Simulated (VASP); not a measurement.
# HfC (Fm-3m) in VASP: further runs

One crystal, HfC, is run at these levels: PBE; tasks: single point.

All numbers are computed with VASP 6.6.1; they aren't measurements. Logs are shortened: lines on timing, memory, paths and dates and some standing lists are left out, and cuts for length are marked.

### 1 The crystal as given

It takes space group Fm-3m (No. 225, cubic). The conventional cell has a = 4.650 Å, b = 4.650 Å, c = 4.650 Å, α = 90.00°, β = 90.00°, γ = 90.00°. Hf (site symmetry m-3m) has 6 C at 2.33 Å as nearest neighbours. C (site symmetry m-3m) is surrounded by 6 Hf at 2.33 Å.

### 2 Single point, PBE

INCAR

```
PREC = Accurate
ENCUT = 520
EDIFF = 1E-7
ISMEAR = 0
SIGMA = 0.1
LREAL = False
LASPH = True
NELM = 100
ALGO = Fast
ISIF = 2
LWAVE = False
LCHARG = False
GGA = PE
NBANDS = 14
```

KPOINTS

```
regular mesh
0
Gamma
  4 4 4
```

POSCAR

```
HfC
1.0
    0.0000000000      2.3250000000      2.3250000000
    2.3250000000      0.0000000000      2.3250000000
    2.3250000000      2.3250000000      0.0000000000
Hf C
1 1
Direct
    0.5000000000      0.5000000000      0.5000000000
    0.0000000000      0.0000000000      0.0000000000
```

Potentials or basis: VASP PAW PBE potentials, release 64 (Hf_pv, C).

Launch:

```bash
> cat potpaw_PBE.64/Hf_pv/POTCAR potpaw_PBE.64/C/POTCAR > POTCAR
> mpirun -np 1 vasp_std > vasp.out
```

OUTCAR:

```text
PREC = Accurate
   ENCUT = 520
   EDIFF = 1E-7
   ISMEAR = 0
   LREAL = False
   LASPH = True
   NELM = 100
   ISIF = 2
   GGA = PE

 ion  position               nearest neighbor table
   1  0.500  0.500  0.500-   2 2.33   2 2.33   2 2.33   2 2.33   2 2.33   2 2.33
   2  0.000  0.000  0.000-   1 2.33   1 2.33   1 2.33   1 2.33   1 2.33   1 2.33

  LATTYP: Found a face centered cubic cell.
 ALAT       =     4.6500000000

  Lattice vectors:

 A1 = (   0.0000000000,   2.3250000000,   2.3250000000)
 A2 = (   2.3250000000,   0.0000000000,   2.3250000000)
 A3 = (   2.3250000000,   2.3250000000,   0.0000000000)

Analysis of symmetry for initial positions (statically):
=====================================================================
 Subroutine PRICEL returns:
 Original cell was already a primitive cell.

 Routine SETGRP: Setting up the symmetry group for a
 face centered cubic supercell.

 Subroutine GETGRP returns: Found 48 space group operations
 (whereof 48 operations were pure point group operations)
 out of a pool of 48 trial point group operations.

The static configuration has the point symmetry O_h .

Analysis of symmetry for dynamics (positions and initial velocities):
=====================================================================
 Subroutine PRICEL returns:
 Original cell was already a primitive cell.

 Routine SETGRP: Setting up the symmetry group for a
 face centered cubic supercell.

 Subroutine GETGRP returns: Found 48 space group operations
 (whereof 48 operations were pure point group operations)
 out of a pool of 48 trial point group operations.

The dynamic configuration has the point symmetry O_h .

 Subroutine INISYM returns: Found 48 space group operations
 (whereof 48 operations are pure point group operations),
 and found     1 'primitive' translations

----------------------------------------------------------------------------------------

                                     Primitive cell

  volume of cell :      25.1362

  direct lattice vectors                    reciprocal lattice vectors
     0.000000000  2.325000000  2.325000000    -0.215053763  0.215053763  0.215053763
     2.325000000  0.000000000  2.325000000     0.215053763 -0.215053763  0.215053763
     2.325000000  2.325000000  0.000000000     0.215053763  0.215053763 -0.215053763

  length of vectors
     3.288046533  3.288046533  3.288046533     0.372484045  0.372484045  0.372484045

  position of ions in fractional coordinates (direct lattice)
     0.500000000  0.500000000  0.500000000
     0.000000000  0.000000000  0.000000000

  ion indices of the primitive-cell ions
   primitive index   ion index
                 1           1
                 2           2

[... 72 lines left out ...]
   IMIX   =      4    mixing-type and parameters
     AMIX     =   0.40;   BMIX     =  1.00
     AMIX_MAG =   1.60;   BMIX_MAG =  1.00
  volume/ion in A,a.u.               =      12.57        84.81
  Fermi-wavevector in a.u.,A,eV,Ry     =   1.346949  2.545365 24.684672  1.814272
  Thomas-Fermi vector in A             =   2.474740
   LORBIT       =      0    0 simple, 1 ext, 2 COOP (PROOUT), +10 PAW based schemes
   GGA     = PE    functional components
   LHFCALC =     F    Hartree Fock is set to
   AEXX    =    0.0000 exact exchange contribution
   IVDW    =     0    specifies the selected vdW correction
   LEPSILON=     F    determine dielectric tensor
   LRPA    =     F    only Hartree local field effects (RPA)
 non-spin polarized calculation
 RMM-DIIS sequential band-by-band and
 Gauss-broadening in eV      SIGMA  =   0.10
  energy-cutoff  :      520.00
  volume of cell :       25.14
 maximum number of plane-waves:       700
   NGX = 13   NGY = 13   NGZ = 13

 number of electron      14.0000000 magnetization

 Free energy of the ion-electron system (eV)
  ---------------------------------------------------
  ext. energy  EPLUGINS =         0.00000000
  ---------------------------------------------------
  free energy    TOTEN  =       -20.97213237 eV

  energy without entropy =      -20.97060541  energy(sigma->0) =      -20.97136889

 E-fermi :   5.6439     XC(G=0): -12.2902

 val. band max:        5.4761034197   @ k =   0.2500   0.2500   0.0000
 cond. band min:       5.7857248935   @ k =   0.5000   0.5000   0.0000
 fundamental gap:      0.3096214738
 Fermi energy:         5.6439226510

 k-point     1 :       0.0000    0.0000    0.0000
  band No.  band energies     occupation
      1     -23.5682      2.00000
      2     -23.5682      2.00000
      3     -23.5682      2.00000
      4      -6.4070      2.00000
      5       6.8677      0.00000
      6       6.8677      0.00000
      7       6.8677      0.00000
      8       7.3654      0.00000
      9       7.3654      0.00000
     10       7.3654      0.00000
     11       9.3642      0.00000
     12       9.3642      0.00000
     13      12.7320      0.00000
     14      16.9623      0.00000
[... 105 lines left out ...]
      1     -23.9840      2.00000
      2     -23.9840      2.00000
      3     -23.8137      2.00000
      4      -3.7824      2.00000
      5       2.9152      2.00000
      6       3.2246      2.00000
      7       3.2246      2.00000
      8       9.6079      0.00000
      9       9.6079      0.00000
     10      12.7389      0.00000
     11      13.0365      0.00000
     12      14.2130      0.00000
     13      19.1011      0.00000
     14      20.2444      0.00000

------------------------ aborting loop because EDIFF is reached ----------------------------------------

  FORCE on cell =-STRESS in cart. coord.  units (eV):
  Direction    XX          YY          ZZ          XY          YZ          ZX
  --------------------------------------------------------------------------------------
  -------------------------------------------------------------------------------------
  Total       -0.2699157     -0.2699157     -0.2699157     -0.0000000     -0.0000000     -0.0000000
  in kB      -17.2044140    -17.2044140    -17.2044140     -0.0000000     -0.0000000     -0.0000000
  external PRESSURE =     -17.2044140 kB  Pullay stress =       0.0000000 kB

 VOLUME and BASIS-vectors are now :
 -----------------------------------------------------------------------------
  energy-cutoff  :      520.00
  volume of cell :       25.14
      direct lattice vectors                 reciprocal lattice vectors
     0.000000000  2.325000000  2.325000000    -0.215053763  0.215053763  0.215053763
     2.325000000  0.000000000  2.325000000     0.215053763 -0.215053763  0.215053763
     2.325000000  2.325000000  0.000000000     0.215053763  0.215053763 -0.215053763

 POSITION                                       TOTAL-FORCE (eV/Angst)
 -----------------------------------------------------------------------------------
      2.32500      2.32500      2.32500        -0.000000     -0.000000     -0.000000
      0.00000      0.00000      0.00000         0.000000      0.000000      0.000000
 -----------------------------------------------------------------------------------
    total drift:                                0.000000     -0.000000      0.000000

  FREE ENERGIE OF THE ION-ELECTRON SYSTEM (eV)
  ---------------------------------------------------
  free  energy   TOTEN  =       -20.9721323730 eV

  energy  without entropy=      -20.9706054127  energy(sigma->0) =      -20.97136889
```

OSZICAR:

```text
N       E                     dE             d eps       ncg     rms          rms(c)
DAV:   1     0.332104884835E+02    0.33210E+02   -0.82997E+03   224   0.101E+03
DAV:   2    -0.220382903201E+02   -0.55249E+02   -0.52057E+02   308   0.225E+02
DAV:   3    -0.241449650367E+02   -0.21067E+01   -0.21009E+01   242   0.320E+01
DAV:   4    -0.241555518087E+02   -0.10587E-01   -0.10586E-01   292   0.262E+00
DAV:   5    -0.241556323286E+02   -0.80520E-04   -0.80520E-04   242   0.204E-01    0.571E+01
RMM:   6    -0.211043018928E+02    0.30513E+01   -0.38193E+00   226   0.988E+00    0.384E+01
RMM:   7    -0.209848163469E+02    0.11949E+00   -0.23348E-01   230   0.347E+00    0.226E+01
RMM:   8    -0.209823272737E+02    0.24891E-02   -0.88221E-02   238   0.217E+00    0.275E+00
RMM:   9    -0.209805109061E+02    0.18164E-02   -0.49861E-02   245   0.123E+00    0.304E+00
RMM:  10    -0.209721909549E+02    0.83200E-02   -0.56321E-03   235   0.439E-01    0.236E-01
RMM:  11    -0.209721280170E+02    0.62938E-04   -0.52609E-04   261   0.154E-01    0.227E-01
RMM:  12    -0.209721311898E+02   -0.31728E-05   -0.46742E-05   269   0.509E-02    0.126E-01
RMM:  13    -0.209721345031E+02   -0.33133E-05   -0.85783E-06   268   0.232E-02    0.391E-02
RMM:  14    -0.209721322998E+02    0.22034E-05   -0.46280E-06   262   0.112E-02    0.326E-03
RMM:  15    -0.209721323730E+02   -0.73242E-07   -0.62562E-07   237   0.466E-03
   1 F= -.20972132E+02 E0= -.20971369E+02  d E =-.152696E-02
```

stdout:

```text
POSCAR found type information on POSCAR HfC
 POSCAR found :  2 types and       2 ions
 scaLAPACK will be used
 LDA part: xc-table for (Slater+PW92), standard interpolation
 POSCAR, INCAR and KPOINTS ok, starting setup
 FFT: planning ... GRIDC
 FFT: planning ... GRID_SOFT
 FFT: planning ... GRID
 WAVECAR not read
 entering main loop
```

Wall time 2.7 s (1 thread of AMD EPYC 9R45 (Zen 5), shared host); peak memory 0.1 GiB.

What came out:

```yaml
Free_energy: -20.9721 eV
Pressure: -1.7 GPa
Band_gap_on_the_k_mesh: none (metal or under the smearing width)
```

Levels at points of the mesh, in eV from the Fermi level:
| k point | band 5 | band 6 | band 7 | band 8 | band 9 | band 10 |
| --- | --- | --- | --- | --- | --- | --- |
| (0.00, 0.00, 0.00) | 1.22 | 1.22 | 1.22 | 1.72 | 1.72 | 1.72 |
| (0.50, 0.00, 0.00) | -5.85 | -2.71 | -2.71 | 5.65 | 5.65 | 6.09 |
| (0.50, 0.50, 0.00) | -2.32 | -1.45 | 0.14 | 0.14 | 5.64 | 7.08 |

Caveat: the k mesh is coarse (spacing up to 0.59 Å⁻¹), so the values aren't converged.

### 3 Single point, PBE

INCAR is that of step 2.

KPOINTS

```
regular mesh
0
Gamma
  6 6 6
```

POSCAR is that of step 2.

Potentials or basis: VASP PAW PBE potentials, release 64 (Hf_pv, C).

Launch:

```bash
> cat potpaw_PBE.64/Hf_pv/POTCAR potpaw_PBE.64/C/POTCAR > POTCAR
> mpirun -np 1 vasp_std > vasp.out
```

Wall time 4.2 s (1 thread of AMD EPYC 9R45 (Zen 5), shared host); peak memory 0.11 GiB.

It converged, with:

```
Free energy            : -21.0334 eV
Pressure               : -0.4 GPa
Band gap on the k mesh : none (metal or under the smearing width)
```

Levels at points of the mesh, in eV from the Fermi level:
| k point | band 3 | band 4 | band 5 | band 6 | band 7 | band 8 | band 9 | band 10 | band 11 | band 12 |
| --- | --- | --- | --- | --- | --- | --- | --- | --- | --- | --- |
| (0.00, 0.00, 0.00) | -29.43 | -12.16 | 1.15 | 1.15 | 1.15 | 1.53 | 1.53 | 1.53 | 3.53 | 3.53 |
| (0.50, 0.00, 0.00) | -29.50 | -8.42 | -5.99 | -2.83 | -2.83 | 5.46 | 5.46 | 5.93 | 6.69 | 11.54 |
| (0.50, 0.50, 0.00) | -29.66 | -10.26 | -2.44 | -1.63 | 0.05 | 0.05 | 5.45 | 6.87 | 6.87 | 8.57 |

Caveat: the k mesh is coarse (spacing up to 0.39 Å⁻¹), so the values aren't converged.

### 4 Single point, PBE

INCAR is that of step 3.

KPOINTS

```
regular mesh
0
Gamma
  8 8 8
```

POSCAR is that of step 3.

Launch:

```bash
> cat potpaw_PBE.64/Hf_pv/POTCAR potpaw_PBE.64/C/POTCAR > POTCAR
> mpirun -np 1 vasp_std > vasp.out
```

It took 6 s on 1 thread of AMD EPYC 9R45 (Zen 5), shared host; peak memory 0.11 GiB.

It converged, with:

* Free energy: -21.0424 eV
* Pressure: -0.4 GPa
* Band gap on the k mesh: none (metal or under the smearing width)

Levels at points of the mesh, in eV from the Fermi level:
```csv
k point,band 5,band 6,band 7,band 8,band 9,band 10
"(0.00, 0.00, 0.00)",1.08,1.08,1.08,1.47,1.47,1.47
"(0.50, 0.00, 0.00)",-6.06,-2.90,-2.90,5.39,5.39,5.86
"(0.50, 0.50, 0.00)",-2.51,-1.69,-0.02,-0.02,5.39,6.81
```

The run has no spin-orbit coupling, so splittings on Hf are missing.

### 5 Single point, PBE

INCAR is that of step 4.

KPOINTS

```
regular mesh
0
Gamma
  10 10 10
```

POSCAR is that of step 4.

Potentials or basis: VASP PAW PBE potentials, release 64 (Hf_pv, C).

Launch:

```bash
> cat potpaw_PBE.64/Hf_pv/POTCAR potpaw_PBE.64/C/POTCAR > POTCAR
> mpirun -np 1 vasp_std > vasp.out
```

OUTCAR:

```text
PREC = Accurate
   ENCUT = 520
   EDIFF = 1E-7
   ISMEAR = 0
   LREAL = False
   LASPH = True
   NELM = 100
   ISIF = 2
   GGA = PE

 ion  position               nearest neighbor table
   1  0.500  0.500  0.500-   2 2.33   2 2.33   2 2.33   2 2.33   2 2.33   2 2.33
   2  0.000  0.000  0.000-   1 2.33   1 2.33   1 2.33   1 2.33   1 2.33   1 2.33

  LATTYP: Found a face centered cubic cell.
 ALAT       =     4.6500000000

  Lattice vectors:

 A1 = (   0.0000000000,   2.3250000000,   2.3250000000)
 A2 = (   2.3250000000,   0.0000000000,   2.3250000000)
 A3 = (   2.3250000000,   2.3250000000,   0.0000000000)

Analysis of symmetry for initial positions (statically):
=====================================================================
 Subroutine PRICEL returns:
 Original cell was already a primitive cell.

 Routine SETGRP: Setting up the symmetry group for a
 face centered cubic supercell.

 Subroutine GETGRP returns: Found 48 space group operations
 (whereof 48 operations were pure point group operations)
 out of a pool of 48 trial point group operations.

The static configuration has the point symmetry O_h .

Analysis of symmetry for dynamics (positions and initial velocities):
[... 179 lines left out ...]
     10       7.3449      0.00000
     11       9.3441      0.00000
     12       9.3441      0.00000
     13      12.7813      0.00000
     14      16.9543      0.00000
[... 377 lines left out ...]
      1     -24.1085      2.00000
      2     -23.8156      2.00000
      3     -23.7950      2.00000
      4      -4.2721      2.00000
      5       2.2376      2.00000
      6       4.1533      2.00000
      7       5.2415      2.00000
      8       6.1657      0.01233
      9      11.3175      0.00000
     10      12.3363      0.00000
     11      12.4653      0.00000
     12      14.2280      0.00000
     13      17.5390      0.00000
     14      18.6134      0.00000

 [... further k-points ...]

------------------------ aborting loop because EDIFF is reached ----------------------------------------

  FORCE on cell =-STRESS in cart. coord.  units (eV):
  Direction    XX          YY          ZZ          XY          YZ          ZX
  --------------------------------------------------------------------------------------
  -------------------------------------------------------------------------------------
  Total       -0.0652854     -0.0652854     -0.0652854      0.0000000     -0.0000000      0.0000000
  in kB       -4.1612856     -4.1612856     -4.1612856      0.0000000     -0.0000000      0.0000000
  external PRESSURE =      -4.1612856 kB  Pullay stress =       0.0000000 kB

 VOLUME and BASIS-vectors are now :
 -----------------------------------------------------------------------------
  energy-cutoff  :      520.00
  volume of cell :       25.14
      direct lattice vectors                 reciprocal lattice vectors
     0.000000000  2.325000000  2.325000000    -0.215053763  0.215053763  0.215053763
     2.325000000  0.000000000  2.325000000     0.215053763 -0.215053763  0.215053763
     2.325000000  2.325000000  0.000000000     0.215053763  0.215053763 -0.215053763

 POSITION                                       TOTAL-FORCE (eV/Angst)
 -----------------------------------------------------------------------------------
      2.32500      2.32500      2.32500         0.000000      0.000000     -0.000000
      0.00000      0.00000      0.00000        -0.000000     -0.000000      0.000000
 -----------------------------------------------------------------------------------
    total drift:                                0.000000     -0.000000      0.000000

  FREE ENERGIE OF THE ION-ELECTRON SYSTEM (eV)
  ---------------------------------------------------
  free  energy   TOTEN  =       -21.0436925108 eV

  energy  without entropy=      -21.0420610633  energy(sigma->0) =      -21.04287679
```

OSZICAR:

```text
N       E                     dE             d eps       ncg     rms          rms(c)
DAV:   1     0.230947034323E+02    0.23095E+02   -0.78629E+03  1332   0.984E+02
DAV:   2    -0.226596290798E+02   -0.45754E+02   -0.42986E+02  1708   0.202E+02
DAV:   3    -0.242190792062E+02   -0.15595E+01   -0.15545E+01  1544   0.270E+01
DAV:   4    -0.242258825747E+02   -0.68034E-02   -0.68028E-02  1586   0.221E+00
DAV:   5    -0.242259256680E+02   -0.43093E-04   -0.43094E-04  1582   0.158E-01    0.569E+01
RMM:   6    -0.211347635845E+02    0.30912E+01   -0.36942E+00  1321   0.980E+00    0.395E+01
RMM:   7    -0.210548574544E+02    0.79906E-01   -0.22392E-01  1445   0.348E+00    0.230E+01
RMM:   8    -0.210486008072E+02    0.62566E-02   -0.80815E-02  1462   0.207E+00    0.330E+00
RMM:   9    -0.210455145058E+02    0.30863E-02   -0.22822E-02  1493   0.935E-01    0.318E+00
RMM:  10    -0.210436818450E+02    0.18327E-02   -0.18977E-03  1513   0.304E-01    0.244E-01
RMM:  11    -0.210436887074E+02   -0.68624E-05   -0.18533E-04  1661   0.101E-01    0.203E-01
RMM:  12    -0.210436917914E+02   -0.30840E-05   -0.28775E-05  1652   0.385E-02    0.205E-02
RMM:  13    -0.210436923615E+02   -0.57010E-06   -0.56207E-06  1755   0.165E-02    0.331E-03
RMM:  14    -0.210436924355E+02   -0.73993E-07   -0.11124E-06  1483   0.531E-03    0.880E-03
RMM:  15    -0.210436925108E+02   -0.75253E-07   -0.27235E-07  1257   0.255E-03
   1 F= -.21043693E+02 E0= -.21042877E+02  d E =-.163145E-02
```

stdout:

```text
POSCAR found type information on POSCAR HfC
 POSCAR found :  2 types and       2 ions
 scaLAPACK will be used
 LDA part: xc-table for (Slater+PW92), standard interpolation
 POSCAR, INCAR and KPOINTS ok, starting setup
 FFT: planning ... GRIDC
 FFT: planning ... GRID_SOFT
 FFT: planning ... GRID
 WAVECAR not read
 entering main loop
```

Run time: 8.7 s. Hardware: 1 thread of AMD EPYC 9R45 (Zen 5), shared host; peak memory 0.12 GiB.

Results:

| Quantity | Value |
| --- | --- |
| Free energy | -21.0437 eV |
| Pressure | -0.4 GPa |
| Band gap on the k mesh | none (metal or under the smearing width) |

### 6 Single point, PBE

INCAR is that of step 5.

KPOINTS

```
regular mesh
0
Gamma
  12 12 12
```

POSCAR is that of step 5.

Potentials or basis: VASP PAW PBE potentials, release 64 (Hf_pv, C).

Launch:

```bash
> cat potpaw_PBE.64/Hf_pv/POTCAR potpaw_PBE.64/C/POTCAR > POTCAR
> mpirun -np 1 vasp_std > vasp.out
```

Wall time 13 s (1 thread of AMD EPYC 9R45 (Zen 5), shared host); peak memory 0.12 GiB.

Results (log left out):

| Property | Result |
| --- | --- |
| Free energy | -21.0466 eV |
| Pressure | -0.4 GPa |
| Band gap on the k mesh | none (metal or under the smearing width) |

Levels at points of the mesh, in eV from the Fermi level:
| k point | band 4 | band 5 | band 6 | band 7 | band 8 | band 9 | band 10 | band 11 |
| --- | --- | --- | --- | --- | --- | --- | --- | --- |
| (0.00, 0.00, 0.00) | -12.33 | 0.98 | 0.98 | 0.98 | 1.37 | 1.37 | 1.37 | 3.37 |
| (0.50, 0.00, 0.00) | -8.59 | -6.16 | -3.00 | -3.00 | 5.30 | 5.30 | 5.76 | 6.53 |
| (0.50, 0.50, 0.00) | -10.43 | -2.61 | -1.79 | -0.12 | -0.12 | 5.29 | 6.71 | 6.71 |

The run has no spin-orbit coupling, so splittings on Hf are missing.

### 7 The runs side by side

```tsv
k mesh	mesh quality	gap on the mesh (eV)	pressure (GPa)
4 × 4 × 4	coarse	none	-1.7
6 × 6 × 6	coarse	none	-0.4
8 × 8 × 8	not flagged	none	-0.4
10 × 10 × 10	not flagged	none	-0.4
12 × 12 × 12	not flagged	none	-0.4
```

Alike in all rows: task single point; level PBE; potentials or basis VASP PAW PBE potentials, release 64 (Hf_pv, C); no spin polarisation; cell as given; cutoff (eV) 520; smearing gaussian 0.1 eV.

Caveats: some runs use coarse meshes.

Absolute energies hang on the potentials; compare differences alone.
